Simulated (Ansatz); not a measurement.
**InGaP2 (ordered model alloy, started on the GaP lattice) (Ima2): band gap by G0W0 on LDA**

How far does one-shot GW move the LDA gap of InGaP2 (ordered model alloy, started on the GaP lattice) (Ima2)?

Calculated with Ansatz 0.2.0; LDA, then G0W0 on it, plane waves, PAW.

## (1) The starting structure

The structure is orthorhombic, space group Ima2 (No. 46). The conventional cell has a = 7.936 Å, b = 7.949 Å, c = 11.208 Å, α = 90.00°, β = 90.00°, γ = 90.00°. Nearest to Ga lie 4 P at 2.32 to 2.40 Å. Nearest to In lie 4 P at 2.47 to 2.50 Å. Nearest to In lie 4 P at 2.48 to 2.52 Å. Nearest to Ga lie 4 P at 2.36 to 2.40 Å. P has 1 Ga at 2.32 Å and 3 In at 2.47 to 2.48 Å nearest. P has 2 Ga at 2.36 Å and 2 In at 2.50 Å nearest. It derives from GaP. Farther neighbours are not listed.

As a file:

```cif
data_structure
_symmetry_space_group_name_H-M 'Ima2'
_symmetry_Int_Tables_number 46
_cell_length_a 7.9359
_cell_length_b 7.9492
_cell_length_c 11.2080
_cell_angle_alpha 90.000
_cell_angle_beta 90.000
_cell_angle_gamma 90.000
_cell_volume 707.04
loop_
_atom_site_label
_atom_site_type_symbol
_atom_site_symmetry_multiplicity
_atom_site_Wyckoff_symbol
_atom_site_fract_x
_atom_site_fract_y
_atom_site_fract_z
_atom_site_occupancy
Ga1 Ga 4 b 0.75000 0.74952 0.24978 1
In1 In 4 a 0.50000 0.00000 0.50090 1
In2 In 4 b 0.25000 0.75061 0.75005 1
Ga2 Ga 4 a 0.00000 0.00000 0.00006 1
P1 P 4 b 0.25000 0.48829 0.86937 1
P2 P 8 c 0.98945 0.76067 0.12502 1
P3 P 4 b 0.25000 0.00963 0.87979 1
```

The structure was relaxed with LDA. The runs that relaxed it are not among those shown.

The logs state that the PAW files were generated under PBE.

## (2) The LDA band structure

Levels along a band path and on the mesh show where this functional puts the band edges.

This step: DFT, LDA, plane waves, PAW; PAW set soft_1.

The input, input.yaml:

```yaml
crystal:
  lattice:
    - [-0.0047183935, 5.6039885875, -5.6162220775]
    - [5.6162220775, 5.6039885875, 0.0047183935]
    - [5.611503684, 0.0, -5.611503684]
  atoms:
    - { symbol: Ga, position: [0.0002668062, -0.0007024568, 0.0002178253] }
    - { symbol: In, position: [0.000903567, 0.500903567, -0.000903567] }
    - { symbol: In, position: [0.4994471385, 0.500657247, -5.21927e-05] }
    - { symbol: Ga, position: [0.500055848, 5.5848e-05, -5.5848e-05] }
    - { symbol: In, position: [0.000903567, 0.500903567, 0.499096433] }
    - { symbol: In, position: [0.000657247, -0.0005528615, 0.4999478073] }
    - { symbol: Ga, position: [0.500055848, 5.5848e-05, 0.499944152] }
    - { symbol: Ga, position: [0.4992975432, 0.5002668062, 0.5002178253] }
    - { symbol: P, position: [0.8810838277, 0.3576572874, 0.8806294424] }
    - { symbol: P, position: [0.8643543157, 0.8856951228, 0.8855263617] }
    - { symbol: P, position: [0.3701530773, 0.8894193656, 0.8702137786] }
    - { symbol: P, position: [0.3856951228, 0.3643543157, 0.8644241998] }
    - { symbol: P, position: [0.8643543157, 0.8856951228, 0.3644241998] }
    - { symbol: P, position: [0.8576572874, 0.3810838277, 0.3806294424] }
    - { symbol: P, position: [0.3856951228, 0.3643543157, 0.3855263617] }
    - { symbol: P, position: [0.3894193656, 0.8701530773, 0.3702137786] }
kpoints:
  mp_grid: { grid: [4, 4, 4] }
  band_path:
    path:
      - [[0.0, 0.0, 0.0], [0.5, 0.0, 0.0]]
      - [[0.0, 0.5, 0.0], [0.0, 0.0, 0.0], [0.0, 0.0, 0.5]]
      - [[0.5, 0.5, 0.5], [0.0, 0.0, 0.0]]
    npoints: 10
hamiltonian:
  xc: lda
  pseudopotentials: { kind: paw, azcp: { folder: soft_1 }, xc_functional: pbe }
scf:
  occupations: { method: fermi_dirac, width: 0.02 }
  n_extra_bands: 9
output:
  eigenvalues: true
  write_density: true
  write_potential: true
  elf: true
  volumetric_format: npy
```

Run with:

```
ansatz run input.yaml --threads 4 --pin off --max-ram 17510MiB --backend cpu --events-out ev --progress --plain --runs-dir out
```

Numbers of over 12 decimals in the logs are rounded to 6 here.

The log of the run:

```text
scf.n_extra_bands = 9 over 72 filled bands (N_el = 144.0): the run solves 81 bands
Engine: ansatz 0.2.0, aarch64-unknown-linux-gnu
Pseudopotentials: kind: paw
Pseudopotential: Ga, paw, valence charge 13, recommended cutoff 420 eV (normal), soft_1/Ga.paw.azcp
Pseudopotential: In, paw, valence charge 13, recommended cutoff 420 eV (normal), soft_1/In.paw.azcp
Pseudopotential: P, paw, valence charge 5, recommended cutoff 420 eV (normal), soft_1/P.paw.azcp
Functional definition: SPW92
  exchange = slater_x
  correlation = pw_c
Crystal: 16 atoms, lattice volume = 353.521 Å³
Basis set: ecut = 420 eV, 6859 PW (Γ)
Bands: 81, of which v1, the nominal top of the filled ones, is band 72 counted from 1 (71 counted from 0)
Symmetry: 4 space group operations
Space group: Ima2 (ITA 46), of the structure as read, at distance tolerance 7.1e-5 Å
k-points: 18 of 64 (time reversal used)
Non-local potential: Ga, projectors of the file, l = 0: 2, l = 1: 2, l = 2: 3, l = 3: 1
Non-local potential: In, projectors of the file, l = 0: 2, l = 1: 2, l = 2: 2, l = 3: 1
Non-local potential: P, projectors of the file, l = 0: 2, l = 1: 2, l = 2: 1
PAW form: soft (Blöchl's): semilocal exchange-correlation on the pseudo side does not see the compensation charge
PAW frozen core: Ga, regenerated for the run's functional, and the local potential with it (the file was generated under x = pbe(κ = 0.804, μ = 0.219515), c = pbe(β = 0.066725))
PAW frozen core: In, regenerated for the run's functional, and the local potential with it (the file was generated under x = pbe(κ = 0.804, μ = 0.219515), c = pbe(β = 0.066725))
PAW frozen core: P, regenerated for the run's functional, and the local potential with it (the file was generated under x = pbe(κ = 0.804, μ = 0.219515), c = pbe(β = 0.066725))
PAW one-centre angular grid: Ga, 590 points (default); XC on 64 Gauss nodes
PAW one-centre angular grid: In, 590 points (default); XC on 64 Gauss nodes
PAW one-centre angular grid: P, 110 points (default); XC on 64 Gauss nodes
Initial density: superposition of atomic densities (chi_scale 0.1, normalization cell, long waves kept (reshape's long-wave potential 0.02 eV rms))
Initial wavefunctions: pseudopotential atomic-orbital guess
Functional: x = slater, c = lda
SCF iter   1: F=—  HF=-42470.811552 eV  |F-HF|=—  |Δ(HF+E_count)|=         —  Δρ=3.85e-2  dr2=5.94e0  ethr=3.10e-3  ⟨swp⟩=9.4  Hψ=6931  notcnv=0
preconditioner: auto → Resta (q_TF=auto, 2.349 Å⁻¹)  ε∞=4.5  [insulator: Δε(μ)=1.148 eV  Ē_g=12.735 eV  σ=0.020 eV  W_gap=1.00  n_scr=64 (ndim 8)  ℏωp=23.7 eV  f_vac=0.000  D(μ)=0.00/eV (n_scr^D=0)  ε∞_Penn≈4.5]
SCF iter   2: F=—  HF=-42469.360885 eV  |F-HF|=—  |Δ(HF+E_count)|=    1.45e0  Δρ=2.15e-2  dr2=1.43e0  ethr=3.10e-3  ⟨swp⟩=2.7  Hψ=2261  notcnv=0  defer=54
SCF iter   3: F=—  HF=-42469.059418 eV  |F-HF|=—  |Δ(HF+E_count)|=   3.01e-1  Δρ=5.02e-3  dr2=9.96e-2  ethr=9.96e-4  ⟨swp⟩=3.1  Hψ=2883  notcnv=0  defer=54
SCF iter   4: F=—  HF=-42469.001831 eV  |F-HF|=—  |Δ(HF+E_count)|=   5.76e-2  Δρ=2.32e-3  dr2=2.22e-2  ethr=6.91e-5  ⟨swp⟩=3.3  Hψ=2920  notcnv=0  defer=54
SCF iter   5: F=—  HF=-42468.994081 eV  |F-HF|=—  |Δ(HF+E_count)|=   7.75e-3  Δρ=7.81e-4  dr2=2.69e-3  ethr=1.54e-5  ⟨swp⟩=2.1  Hψ=2807  notcnv=0  defer=54
SCF iter   6: F=—  HF=-42468.994843 eV  |F-HF|=—  |Δ(HF+E_count)|=   7.62e-4  Δρ=2.60e-4  dr2=1.99e-4  ethr=1.87e-6  ⟨swp⟩=3.0  Hψ=2914  notcnv=0  defer=54
SCF iter   7: F=—  HF=-42468.994870 eV  |F-HF|=—  |Δ(HF+E_count)|=   2.67e-5  Δρ=3.24e-5  dr2=2.86e-6  ethr=1.38e-7  ⟨swp⟩=2.0  Hψ=2342  notcnv=0  defer=54
SCF iter   8: F=—  HF=-42468.994833 eV  |F-HF|=—  |Δ(HF+E_count)|=   3.67e-5  Δρ=1.95e-5  dr2=9.19e-7  ethr=1.98e-9  ⟨swp⟩=2.4  Hψ=2812  notcnv=0  defer=54
SCF iter   9: F=—  HF=-42468.994833 eV  |F-HF|=—  |Δ(HF+E_count)|=   5.28e-7  Δρ=8.35e-6  dr2=1.86e-7  ethr=6.38e-10  ⟨swp⟩=2.0  Hψ=2700  notcnv=0  defer=54
SCF iter  10: F=-42468.994833 eV  HF=-42468.994833 eV  |F-HF|=7.49e-9  |Δ(HF+E_count)|=   2.40e-8  Δρ=2.20e-6  dr2=2.64e-8  ethr=6.94e-11  ⟨swp⟩=12.9  Hψ=5562  notcnv=0
SCF 1 converged in 10 iterations: F = -42468.994833 eV  dr2 = 2.64e-8
  greatest PAW one-centre occupation: 0.995 electrons in one spin orbital (limit 2), on the Ga atom at site 6 (counted from 0), in its partial waves of l = 2
NSCF: frozen V_eff on 43 k-points
SCF converged after 10 iterations
Free energy (F): -42468.994833 eV
Harris-Foulkes:  -42468.994833 eV  (|F-HF|=7.49e-9)
Internal energy: -42468.994833 eV  (E = F + TS)
E sigma→0 (E₀):  -42468.994833 eV
Fermi energy:    7.597095 eV
--- Per-component energies (eV) ---
  E_band       = -443.712203
  E_kinetic    = 1885.221772
  E_local      = -11995.164489  (includes V_loc(G=0)·N_el)
  E_nonlocal   = 1226.112265
  E_hartree    = 6174.183908
  E_xc         = -1399.852689
  E_vxc        = -1080.803638  (∫ρ·V_xc dr)
  E_paw        = -28177.536716  (= ΣΔE_a)
  E_vpaw       = -2827.441667  (= ΣTr[D̂ρ^β])
  E_aug_tail   = -0.000618  (compensation charges beyond the density's cutoff)
  E_ewald      = -10190.949143
  E_core_change = 8.990877  (= ΣΔE_core)
  E_smearing   = -0.000000  (= −TS)
  E_closure    = -0.000000  (closes the sum)
  Σ components = -42468.994833   (vs F -42468.994833, Δ=0.00e0)
--- Band table (eV; the first three rows and the last of 18) ---
  k-point 0: bands = [... 68 lower, 6.3200, 7.1109, 7.1862, 7.2056, 7.9821, 8.2935, 8.5059, 8.5679, ... 5 higher]
  k-point 1: bands = [... 68 lower, 6.2078, 6.3024, 6.9334, 6.9974, 8.5431, 8.7727, 8.9272, 9.0221, ... 5 higher]
  k-point 2: bands = [... 68 lower, 6.4986, 6.4986, 6.6100, 6.6100, 8.8207, 8.8207, 9.3925, 9.3925, ... 5 higher]
  k-point 17: bands = [... 68 lower, 5.8930, 5.9979, 6.0039, 6.2777, 9.1564, 9.3102, 10.0468, 10.0820, ... 5 higher]
```

Elapsed: 42 s, on 4 threads of Arm Neoverse V1, shared host; peak memory 1.5 GiB.

In the SCF lines HF is the Harris–Foulkes energy and dr2 the Hartree energy of the density residual, in eV; the loop may stop once dr2 is under the threshold and the program's other checks hold. Hψ counts applications of the Hamiltonian.

This step gave:

```yaml
filled_bands: 72
gap: 0.7765 eV
valence_top_at: Γ
conduction_bottom_at: Γ
least_direct_gap: 0.7765 eV
```

Over mesh and path the gap is 0.776 eV, in a supercell, where edges may be folded.

Electronic bands along the path, in eV, zero at the top of the highest nominally filled band:

```csv
point,band 69,band 70,band 71,band 72,band 73,band 74,band 75,band 76
Γ,-0.89,-0.09,-0.02,0.00,0.78,1.09,1.30,1.36
halfway,-0.99,-0.96,-0.22,-0.21,1.23,1.64,1.73,1.75
X,-0.82,-0.82,-0.50,-0.49,1.36,1.91,2.05,2.08
jump to Y,-0.82,-0.82,-0.50,-0.49,1.36,1.91,2.05,2.08
halfway,-0.99,-0.96,-0.22,-0.21,1.23,1.64,1.73,1.75
Γ,-0.89,-0.09,-0.02,0.00,0.78,1.09,1.30,1.36
halfway,-1.00,-0.90,-0.27,-0.21,1.34,1.57,1.72,1.82
Z,-0.71,-0.71,-0.60,-0.60,1.62,1.62,2.19,2.19
jump to R,-0.71,-0.71,-0.60,-0.60,1.62,1.62,2.19,2.19
halfway,-1.00,-0.90,-0.27,-0.21,1.34,1.57,1.72,1.82
Γ,-0.89,-0.09,-0.02,0.00,0.78,1.09,1.30,1.36
```

Valence density in the ac plane of the conventional cell at fractional y = 0.000, with atoms of In and Ga and P within 0.2 Å of it. It is the smooth field of the valence electrons, not physical close to the nuclei.

Ten steps, logarithmic in the rise over the least value, from '0' (0 e/Å³) to '9' (30 e/Å³), each cell a mean:
```
8521111113785211111137
3222222222232222222222
0112201221001122012210
0012212210000122122100
0001122100000011221000
0000011000000000110000
0000000000000000000000
0000000000000000000000
0000000000000000000000
1100000001111000000011
5420000013554200000135
7631000125776310001257
6531111124665311111246
3322222222333222222223
1112211221111122112211
0012211210000122112100
0001222110000012221100
0000111000000001110000
0000000000000000000000
0000000000000000000000
0000000000000000000000
1100000000111000000001
5310000002453100000024
9621000014896210000148
```
Columns run along a (7.9 Å), rows up along c (11.2 Å), edges of the conventional cell, whose origin can differ from the input's. Atoms in or near the plane, at fractional coordinates: In at (0.50, 0.50), Ga at (0.00, 0.00), In at (0.00, 0.50), Ga at (0.50, 0.00), P at (0.75, 0.37), P at (0.25, 0.88), P at (0.25, 0.37), P at (0.75, 0.88).

ELF in the ac plane of the conventional cell at fractional y = 0.000, with atoms of In and Ga and P within 0.2 Å of it. It is the smooth field of the valence electrons, not physical close to the nuclei.

Ten even steps from '_' (0.01) to '@' (0.87), each cell a mean:
```
__..--##%%%%%%%%++::____..--##%%%%%%%%++::__
::--**@@%%++##@@%%==::::--**@@%%++##@@%%==::
--++%%@@==__..##@@**----++%%@@==__..##@@**--
..--**##++::--####++::..--**##++::--####++::
__..==**%%%%%%##++::____..==**%%%%%%##++::__
____..--++****==::________..--++****==::____
________..::::..______________..::::..______
____________________________________________
......____________..........____________....
::::::..______..::::::::::::..______..::::::
..::::::..__..::::::....::::::..__..::::::..
____::::--------::..______::::--------::..__
__..::==##%%%%**--..____..::==##%%%%**--..__
::::==%%@@##%%@@**--::::::==%%@@##%%@@**--::
::==##@@++..--%%@@++::::==##@@++..--%%@@++::
..--##%%==..::##%%++::..--##%%==..::##%%++::
__..==##%%%%%%##**--____..==##%%%%%%##**--__
____..==**####++--..______..==**####++--..__
______..::--::..____________..::--::..______
____________________________________________
....______________........______________....
::::::..________..::::::::::..________..::::
..::::::..__....::::....::::::..__....::::..
....::--========--..__....::--========--..__
```
Columns run along a (7.9 Å), rows up along c (11.2 Å), edges of the conventional cell, whose origin can differ from the input's. Atoms in or near the plane, at fractional coordinates: In at (0.50, 0.50), Ga at (0.00, 0.00), In at (0.00, 0.50), Ga at (0.50, 0.00), P at (0.75, 0.37), P at (0.25, 0.88), P at (0.25, 0.37), P at (0.75, 0.88).

(Continued in part 2 of 2.)

[Paths, hosts, dates, memory and timing lines, banners, echoed tables and standing remarks are left out of the program output.]

[Logs are printed without paths, hosts, clocks, repeated set-up lines and the standing remarks that a program may print on its own settings, such as how far it seeks lower states.]

[Runs of the session that timed out or met a known fault of the program may be left out.]

[Cells called generated may have been cut or substituted from an entry of the Crystallography Open Database or the Materials Project.]

[Hosts, paths, dates, database ids (printed as entryN), source tags and the programs' standing remarks are cut or masked in the printed files.]

[Where an RPA ε∞ is given, it is that of the G0W0 mesh and is not shown converged in it. Names of k-points follow the symmetry that the program found, which can be lower than the space group named. Band edges on a path are those of the sampled points; other points can move an edge, and change direct to indirect where valleys lie close.]

[Hybrid gaps are those of their k-mesh and are not shown converged in it.]
